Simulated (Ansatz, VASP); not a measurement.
Two plane-wave programs on CoSi

Contents of INCAR:

```
ALGO = Normal
EDIFF = 1E-7
ENCUT = 520
GGA = PE
ISIF = 2
ISMEAR = -1
ISPIN = 2
LASPH = T
LCHARG = F
LMAXMIX = 4
LORBIT = 11
LREAL = F
LWAVE = F
MAGMOM = 2 0
NBANDS = 18
NELM = 120
PREC = Accurate
SIGMA = 0.05
```

File KPOINTS:

```
k-points
0
Gamma
  10 10 10
```

The input POSCAR:

```
CoSi
1.0
    2.7437437974      0.0000000000      0.0000000000
    0.0000000000      2.7437437974      0.0000000000
    0.0000000000      0.0000000000      2.7437437974
Co Si
1 1
Direct
    0.0000000000      0.0000000000      0.0000000000
    0.5000000000      0.5000000000      0.5000000000
```

input.yaml

```yaml
crystal:
  lattice:
    - [2.7437437974, 0.0, 0.0]
    - [0.0, 2.7437437974, 0.0]
    - [0.0, 0.0, 2.7437437974]
  atoms:
    - { symbol: Co, position: [0.0, 0.0, 0.0], spin: 2.0 }
    - { symbol: Si, position: [0.5, 0.5, 0.5] }
hamiltonian:
  xc: pbe
  pseudopotentials: { kind: paw }
magnetization:
  spin_polarized: true
kpoints:
  mp_grid: { grid: [10, 10, 10] }
scf:
  occupations: { method: fermi_dirac, width: 0.05 }
output:
  forces: true
  stress: true
  eigenvalues: true
```

Change from the starting cell: volume scaled by 0.96.

Alike in both runs: task single point; functional PBE; k mesh 10 × 10 × 10; occupations fermi-dirac, width 0.05 eV; collinear spin, ferromagnetic start.

```csv
,VASP,Ansatz
version,VASP 6.6.1,Ansatz 0.2.0
potentials or method,"VASP PAW PBE potentials, release 64 (Co, Si)",Ansatz PAW
plane-wave cutoff (eV),520,420
valence electrons in the cell,13,21
```

Ansatz gave:

- gap on the k mesh at the Fermi level (eV): none
- pressure (GPa): 10.2
- net moment per atom (μB): 0.26
- size of the moment on the site where the two differ most (μB): 0.53

Task: What did VASP give for the same quantities?

Result: gap on the k mesh at the Fermi level (eV): none; pressure (GPa): 10.1; net moment per atom (μB): 0.26; size of the moment on the site where the two differ most (μB): 0.51.

Site moments also hang on the region over which each program counts them. A gap of «none» marks a metal or a gap that the smearing closes. The functional is the same, so the differences come from potentials, cutoffs and numerics. The two sets of potentials don't hold the same shells in valence.
